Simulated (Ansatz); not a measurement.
**Tl: from a trial structure to a relaxed crystal**

Theory: DFT PBE, scalar-relativistic, plane waves, PAW in Ansatz 0.2.0. Cutoff 420 eV, Γ-centred k mesh, Gaussian smearing, no spin polarisation in the final step.

Tl was placed on the grey arsenic (A7) structure type (R-3m, No. 166), at a guessed volume.

```
CELL_PARAMETERS angstrom
2.13789 1.23431 3.96445
-2.13789 1.23431 3.96445
0.00000 -2.46862 3.96445
ATOMIC_POSITIONS crystal
Tl 0.22754 0.22754 0.22754
Tl 0.77246 0.77246 0.77246
```

Cell and atoms relax at zero pressure; the relaxation can't lower the symmetry of the start. After a coarse first stage the cell is made exact in the group found at 0.06 Å.

Energies count from the standard state of Tl at the same level.

**Question.** What does it relax into?

**Answer.** It ends in Fm-3m (No. 225). The result has the fcc structure. Conventional cell: a = 4.991 Å. Around Tl lie 12 Tl at 3.53 Å.

Space group Fm-3m (No. 225). a = 4.991 Å, b = 4.991 Å, c = 4.991 Å, α = 90.00°, β = 90.00°, γ = 90.00°
```json
{"atom": "Tl", "site": "4b", "symmetry": "m-3m", "x": "0.5000", "y": "0.0000", "z": "0.0000"}
```

**Question.** What are its volume, energy, density and gap?

**Answer.** The volume per atom is 31.08 Å³ and the density is 10.92 g/cm³. The energy over the standard structure is 0.02 eV/atom. The gap on the 18×18×18 mesh is 0 eV (a metal).

The final run used a 18×18×18 mesh on its 1-atom cell and 0.10 eV smearing. The k mesh leaves about 4 meV/atom of noise in metals. Spin–orbit coupling is left out. A structure relaxed within its symmetry needn't be a true minimum. The steps took about 40 core-seconds in all.